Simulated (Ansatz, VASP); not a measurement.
**Sb in VASP and in Ansatz**

```xyz
1
Lattice="-1.5973 1.5973 2.7476 1.5973 -1.5973 2.7476 1.5973 1.5973 -2.7476" Properties=species:S:1:pos:R:3 pbc="T T T"
Sb    0.0000    0.0000    0.0000
```

Change from the starting cell: volume scaled by 1.04.

Alike in both runs: task single point; functional PBEsol; k mesh 12 × 12 × 12; occupations fermi-dirac, width 0.05 eV; no spin polarisation.

```csv
,VASP,Ansatz
version,VASP 6.6.1,Ansatz 0.2.0
potentials or method,"VASP PAW PBE potentials, release 64 (Sb), cutoff 520 eV","all-electron LAPW, scalar-relativistic"
```

Ansatz gave:

| Property | Result |
| --- | --- |
| gap on the k mesh at the Fermi level (eV) | none |
| pressure (GPa) | -3.5 |
| largest component of the traceless stress (GPa) | 0.03 |

Question: Which values does VASP return?

Answer: gap on the k mesh at the Fermi level (eV): none; pressure (GPa): -3.5; largest component of the traceless stress (GPa): 0.06.

A gap of «none» marks a metal or a gap that the smearing closes. Ansatz ran all-electron here, so the differences hold the error of VASP's frozen core and of both bases.

Caveats: the PAW data sets were made with another functional, which shifts forces and pressure a little (VASP). The runs have no spin-orbit coupling, so splittings on Sb are missing.
